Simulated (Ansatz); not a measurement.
## An inverse problem

Cell vectors (Å):

```
0.0000 3.5025 3.5025
3.5025 0.0000 3.5025
3.5025 3.5025 0.0000
```

```
atom       a       b       c
   K  0.0000  0.0000  0.0000
   X  0.5000  0.5000  0.5000
```

Level of theory: PBEsol, all-electron LAPW in Ansatz 0.2.0, scalar-relativistic. k mesh 6×6×6, fixed occupations.

Harmonic phonons of a crystal by Kohn-Sham DFT at the given cell, standard atomic masses, acoustic sum rule imposed; negative wavenumbers are unstable modes.

```tsv
point	q a (r.l.u.)	q b (r.l.u.)	q c (r.l.u.)	branch	phonon wavenumber (cm⁻¹)
Gamma	0	0	0	4	99.3
L	0.5	0	0	1	51.1
L	0.5	0	0	3	64.7
L	0.5	0	0	4	89.5
L	0.5	0	0	6	128.1
X	0.5	0.5	0	1	28.2
X	0.5	0.5	0	3	48
X	0.5	0.5	0	4	102.5
X	0.5	0.5	0	6	107.3
```

All X atoms are one element. Which one was computed?

I; the crystal is KI (Fm-3m).

Caveats: no LO-TO term at the zone centre.
